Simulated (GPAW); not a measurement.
# AlN (F-43m) in GPAW: single point with LDA

Aim: the single point of AlN with LDA.

Everything below comes from runs of GPAW 26.7.0. Logs are shortened: lines on timing, memory, paths and dates and some standing lists are left out, and cuts for length are marked. The log counts tension as positive stress, the text compression.

## 1. The undisturbed crystal

It takes space group F-43m (No. 216, cubic). The conventional cell has a = 4.368 Å, b = 4.368 Å, c = 4.368 Å, α = 90.00°, β = 90.00°, γ = 90.00°. Al (site symmetry -43m) is surrounded by 4 N at 1.89 Å. N (site symmetry -43m) has 4 Al at 1.89 Å as nearest neighbours.

Measurements of this composition are mostly on another form, of space group No. 186.

## 2. Single point, LDA (volume scaled by 0.96)

run.py reads:

```python
from ase import Atoms
from ase.dft.bandgap import bandgap
from ase.io import write
from ase.units import GPa
from gpaw import GPAW, PW

atoms = Atoms(['Al', 'N'],
              cell=[[0.0, 2.1544765148, 2.1544765148],
                    [2.1544765148, 0.0, 2.1544765148],
                    [2.1544765148, 2.1544765148, 0.0]],
              scaled_positions=[[0.0, 0.0, 0.0],
                                [0.25, 0.25, 0.25]],
              pbc=True)

calc = GPAW(mode=PW(650),
            xc='LDA',
            kpts={'size': (9, 9, 9), 'gamma': True},
            occupations={'name': 'fermi-dirac', 'width': 0.05},
            nbands=11,
            convergence={'density': 1e-05, 'energy': 1e-05},
            maxiter=80,
            txt='gpaw.txt')
atoms.calc = calc
energy = atoms.get_potential_energy()
forces = atoms.get_forces()
stress = atoms.get_stress()
calc.write('gs.gpw')
write('result.traj', atoms)
print(f'Energy: {energy:.6f} eV')
print('Forces (eV/A):')
print(forces.round(4))
print('Stress (GPa):', (stress / GPa).round(3))
print('Fermi level:', round(calc.get_fermi_level(), 4), 'eV')
print(f'Gap: {bandgap(calc)[0]:.4f} eV, direct: {bandgap(calc, direct=True)[0]:.4f} eV')
```

Potentials or basis: the program's PAW data sets (release 1.2.1) made for this functional, pw.

Started as:

```sh
OMP_NUM_THREADS=1 python run.py
```

gpaw.txt:

```text
__  _  _
 | _ |_)|_||  |
 |__||  | ||/\| - 26.7.0

Input parameters:
  mode=PW(ecut=650.0),
  convergence={'density': 1e-05, 'energy': 1e-05},
  kpts=MonkhorstPack(size=(9, 9, 9), gamma=True),
  maxiter=80,
  nbands=11,
  occupations=Occupations(name='fermi-dirac', width=0.05),
  xc=XC(name='LDA')

Diagonalizing LCAO Hamiltonian
Converting LCAO to pw mode

          N
       Al

Atoms  # Å, Bohr magnetons
|   | symbol |        x |        y |        z |    initial magnetic moments |
|---|--------|----------|----------|----------|-----------------------------|
| 0 |     Al | 0.000000 | 0.000000 | 0.000000 | ( 0.0000,  0.0000,  0.0000) |
| 1 |      N | 1.077238 | 1.077238 | 1.077238 | ( 0.0000,  0.0000,  0.0000) |

Unit cell  # Å
| periodic |        x |        y |        z |  lengths |    angles |
|----------|----------|----------|----------|----------|-----------|
|      yes | 0.000000 | 2.154477 | 2.154477 | 3.046890 | 60.000000 |
|      yes | 2.154477 | 0.000000 | 2.154477 | 3.046890 | 60.000000 |
|      yes | 2.154477 | 2.154477 | 0.000000 | 3.046890 | 60.000000 |

Number of symmetries: 24
Symmetry operations  # r_c * U_cc + t_c -> r_c
|    | kind |            matrix            |
|----|------|------------------------------|
|  0 |  E   |  1, 0, 0,  0, 1, 0,  0, 0, 1 |
|  1 |  σ   |  1, 0, 0,  0, 0, 1,  0, 1, 0 |
|  2 |  σ   |  1, 0,-1,  0, 1,-1,  0, 0,-1 |
|  3 |  C3  |  1, 0,-1,  0, 0,-1,  0, 1,-1 |
|  4 |  C3  |  1,-1, 0,  0,-1, 1,  0,-1, 0 |
|  5 |  σ   |  1,-1, 0,  0,-1, 0,  0,-1, 1 |
|  6 |  σ   |  0, 1, 0,  1, 0, 0,  0, 0, 1 |
|  7 |  C3  |  0, 1, 0,  0, 0, 1,  1, 0, 0 |
|  8 |  C2  |  0, 1,-1,  1, 0,-1,  0, 0,-1 |
|  9 |  S4  |  0, 1,-1,  0, 0,-1,  1, 0,-1 |
| 10 |  C3  |  0, 0, 1,  1, 0, 0,  0, 1, 0 |
| 11 |  σ   |  0, 0, 1,  0, 1, 0,  1, 0, 0 |
| 12 |  S4  |  0, 0,-1,  1, 0,-1,  0, 1,-1 |
| 13 |  C3  |  0, 0,-1,  0, 1,-1,  1, 0,-1 |
| 14 |  S4  |  0,-1, 1,  1,-1, 0,  0,-1, 0 |
| 15 |  C2  |  0,-1, 1,  0,-1, 0,  1,-1, 0 |
| 16 |  C3  |  0,-1, 0,  1,-1, 0,  0,-1, 1 |
| 17 |  S4  |  0,-1, 0,  0,-1, 1,  1,-1, 0 |
| 18 |  S4  | -1, 1, 0, -1, 0, 1, -1, 0, 0 |
| 19 |  C3  | -1, 1, 0, -1, 0, 0, -1, 0, 1 |
| 20 |  C3  | -1, 0, 1, -1, 1, 0, -1, 0, 0 |
| 21 |  S4  | -1, 0, 1, -1, 0, 0, -1, 1, 0 |
| 22 |  σ   | -1, 0, 0, -1, 1, 0, -1, 0, 1 |
| 23 |  C2  | -1, 0, 0, -1, 0, 1, -1, 1, 0 |

BZ-sampling:
  Number of BZ points: 729
  Number of IBZ points: 35

  Monkhorst-Pack size: [9, 9, 9]
  Monkhorst-Pack shift: [0, 0, 0]

K-points  # in reciprocal-cell coordinates
|     |                                coordinates |     weight |
|-----|--------------------------------------------|------------|
|   0 | (  0.00000000,   0.00000000,   0.00000000) | 0.00137174 |
|   1 | (  0.11111111,   0.11111111,   0.00000000) | 0.00823045 |
|   2 | (  0.11111111,   0.11111111,   0.11111111) | 0.01097394 |
|   3 | (  0.22222222,   0.11111111,   0.11111111) | 0.01646091 |
|   4 | (  0.22222222,   0.22222222,   0.00000000) | 0.00823045 |
|   5 | (  0.22222222,   0.22222222,   0.11111111) | 0.03292181 |
|   6 | (  0.22222222,   0.22222222,   0.22222222) | 0.01097394 |
|   7 | (  0.33333333,   0.22222222,   0.11111111) | 0.03292181 |
|   8 | (  0.33333333,   0.22222222,   0.22222222) | 0.03292181 |
|   9 | (  0.33333333,   0.33333333,  -0.33333333) | 0.01646091 |
| ... |                                            |            |
|  34 | (  0.44444444,   0.44444444,   0.44444444) | 0.01097394 |

Plane wave coefficients: 766
Cutoff: 650.0 eV

Spin-components: 1 (collinear spins)
Bands:           11
Projectors:      10
Spin-degeneracy: 2
Datatype:        complex128

Density:
  Valence electrons: 8.0
  Components: 1
  Grid points: [18 18 18]
  Charge: 0.0  # |e|

Potential:
  Grid points: [18 18 18]

species:
  Al:
    name:    Aluminium
    Z:       13.0
    valence: 3
    core:    10
    charge:  0.0  # [|e|]
    compensation charges:
      type: gauss
      rc: 0.34  # [Å]
      lmax: 2
    cutoffs:
      filter: 1.91  # [Å]
      core: 2.36  # [Å]
    projectors
    | kind |    occ | energy [eV] | rcut [Å] |
    |------|--------|-------------|----------|
    |   3s |  2.000 |      -7.830 |    1.085 |
    |   3p |  1.000 |      -2.783 |    1.085 |
    |    s |        |      19.382 |    1.085 |
    |    p |        |      24.428 |    1.085 |
    |    d |        |       0.000 |    1.085 |

    Using partial waves for Al as LCAO basis

  N:
    name:    Nitrogen
    Z:       7.0
    valence: 5
    core:    2
    charge:  0.0  # [|e|]
    compensation charges:
      type: gauss
      rc: 0.18  # [Å]
      lmax: 2
    cutoffs:
      filter: 1.11  # [Å]
      core: 0.96  # [Å]
    projectors
    | kind |    occ | energy [eV] | rcut [Å] |
    |------|--------|-------------|----------|
    |   2s |  2.000 |     -18.420 |    0.603 |
    |   2p |  3.000 |      -7.237 |    0.529 |
    |    s |        |       8.791 |    0.603 |
    |    p |        |      19.974 |    0.529 |
    |    d |        |       0.000 |    0.577 |

    Using partial waves for N as LCAO basis

Reference energy: -8049.295751  # eV

eigensolver:
  PPCG
  Converge bands: occupied
  niter=2

density mixing:
  MSR1-Mixer
  Pratt-step length: 0.05
  Maximum mixing coefficient: 0.75
  Old densities: 10
  SVD Regularization: 0.005
  Good broyden scale: 1.0
  Trust region scale: 1.0
  Backstep threshold: 4.0
  History deletion threshold: 6.0
  Fourier metric: weight=20.0, sigma=0.015

occupation numbers:
  Fermi-Dirac:
    width: 0.0500  # eV

poisson solver:
  ecut: 5200.0  # eV

xc functional:
  name: None

convergence criteria:
- Maximum integral of absolute [dens]ity change: 1e-05 electrons / valence electron
- Maximum [total energy] change in last 3 cyles: 1e-05 eV / valence electron
- Maximum integral of absolute [eigenst]ate change: 4e-08 eV^2 / valence electron
maximum number of iterations: 80

SCF iterations
|iter     | |      energy | eigst |  dens |
|---------|-|-------------|-------|-------|
|iter:   1| |  -18.473001 | -0.28 |       |
|iter:   2| |  -17.930265 | -2.24 | -0.55 |
|iter:   3| |  -16.302166 | -0.93 | -0.60 |
|iter:   4| |  -16.291072 | -3.07 | -1.26 |
|iter:   5| |  -16.289523 | -3.55 | -1.58 |
|iter:   6| |  -16.289556 | -6.07 | -2.74 |
|iter:   7| |  -16.289562c| -6.63 | -3.14 |
|iter:   8| |  -16.289562c| -7.76c| -4.45 |
|iter:   9| |  -16.289562c| -8.79c| -5.05c|

Converged in 9 steps
Energy contributions relative to reference atoms: (reference = -8049.295751)

Energy contributions:
  Kinetic:          21.687002
  Coulomb:         -18.321025
  Zero:              0.008830
  External:          0.000000
  Xc:              -19.664370
  Entropy:          -0.000000
  Spinorbit:         0.000000
  ----------------------------
  Free energy:     -16.289562
  Extrapolated:    -16.289562

dipole moment: (-8.588050, -8.588050, -8.588050)  # |e|*Ang

Fermi level: 7.067
Eigenvalues  # (at kpt = [0.000, 0.000, 0.000])
| band index |      eig [eV] | occ [0-2] |
|------------|---------------|-----------|
|          0 |        -8.998 |     2.000 |
|          1 |         6.089 |     2.000 |
|          2 |         6.089 |     2.000 |
|          3 |         6.089 |     2.000 |
|          4 |        10.717 |     0.000 |
|          5 |        18.847 |     0.000 |
|          6 |        18.847 |     0.000 |
|          7 |        18.847 |     0.000 |
|          8 |        23.974 |     0.000 |
|          9 |        24.069 |     0.000 |
|         10 |        25.492 |     0.000 |

Gap: 3.440 eV
Transition (v -> c):
  (s=0, k=0, n=3, [0.00, 0.00, 0.00]) -> (s=0, k=30, n=4, [0.44, 0.44, 0.00])
Direct/indirect transitions are different
Direct gap: 4.628 eV
Transition at: (s=0, k=0, n=3, [0.00, 0.00, 0.00])

Forces  # eV/Ang
|        x |        y |        z |
|----------|----------|----------|
| -0.00000 | -0.00000 | -0.00000 |  # Al   0
| -0.00000 | -0.00000 |  0.00000 |  # N    1

Stress tensor  # eV/Ang^3
|         x |         y |         z |
|-----------|-----------|-----------|
| -0.014462 |  0.000000 |  0.000000 |
|  0.000000 | -0.014462 | -0.000000 |
|  0.000000 | -0.000000 | -0.014462 |

# Writing to gs.gpw (mode='')
```

stdout:

```text
Energy: -16.289562 eV
Forces (eV/A):
[[-0. -0. -0.]
 [-0. -0.  0.]]
Stress (GPa): [-2.317 -2.317 -2.317 -0.     0.     0.   ]
Fermi level: 7.0673 eV
Gap: 3.4403 eV, direct: 4.6278 eV
```

Run time: 7 s. Hardware: 1 thread of Arm Neoverse V1, shared host; peak memory 0.13 GiB.

What came out:

| Item | Value |
| --- | --- |
| Free energy | -16.2896 eV |
| Pressure | 2.3 GPa |
| Band gap on the k mesh | 3.44 eV, indirect (least direct gap 4.63 eV) |

Caveat: the cutoff is short for stress and forces, so pressures can be off by a GPa or more; an odd mesh through Γ misses points on the zone boundary, where band edges often lie.
